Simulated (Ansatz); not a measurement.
Crystal: CoO.

```
Co O
1.0
     1.50547    0.86918    2.43993
    -1.50547    0.86918    2.43993
     0.00000   -1.73837    2.43993
Co O
1 1
Cartesian
  0.0000 0.0000 0.0000
  0.0000 0.0000 3.6599
```

The cell is a database's computed one.

| Item | Value |
| --- | --- |
| Program | Ansatz 0.2.0 |
| Task | relaxation of cell and atoms |
| Functional | HSEsol |
| Potentials or basis | Ansatz PAW |
| Cutoff | 420 eV (not typed: the program's choice for these potentials) |
| k mesh | 6 × 6 × 6 |
| Occupations | fermi-dirac, width 0.05 eV |
| Spin | collinear spin, ferromagnetic start |
| Starting moments | [2.0, 0.0] μB |

At the start: volume 9.58 Å³/atom.

How do energy, volume and symmetry change on relaxing?

It ends after 8 steps and the volume is 9.06 Å³/atom (-5.4 %); space group R-3m (No. 166, to 0.05 Å); moment 3.00 μB per cell.

The path:
```
step  energy change (eV)  largest force (eV/Å)  volume (Å³)
   1              0.0000                0.0000        19.16
   2             -0.0351                0.0000        18.59
   3             -0.0483                0.0000        18.09
   4             -0.0482                0.0000        18.15
   5             -0.0483                0.0000        18.14
   6             -0.0438                0.0000        18.14
   7             -0.0439                0.0000        18.12
   8             -0.0438                0.0000        18.12
```

Final structure:
```cif
data_structure
_symmetry_space_group_name_H-M 'P 1'
_symmetry_Int_Tables_number 1
_cell_length_a 2.8839
_cell_length_b 2.8839
_cell_length_c 2.8839
_cell_angle_alpha 63.092
_cell_angle_beta 63.092
_cell_angle_gamma 63.092
_cell_volume 18.12
loop_
_atom_site_label
_atom_site_type_symbol
_atom_site_fract_x
_atom_site_fract_y
_atom_site_fract_z
_atom_site_occupancy
Co1 Co 0.00000 0.00000 0.00000 1
O1 O 0.50000 0.50000 0.50000 1
```

Caveat: the k mesh is coarse (spacing up to 0.43 Å⁻¹), so the values aren't converged, least of all with exact exchange; the magnetic or orbital state may not be the lowest; the plane-wave basis is chosen anew once the cell has moved, so the energies of steps on either side of that aren't comparable; the pressure holds a Pulay correction of +0.9 GPa for the finite cutoff; a cell with one magnetic atom can't hold antiferromagnetic order, which such compounds often take; the PAW data sets come from PBE, with cores solved anew for the run's functional, which leaves a small shift of forces and pressure.
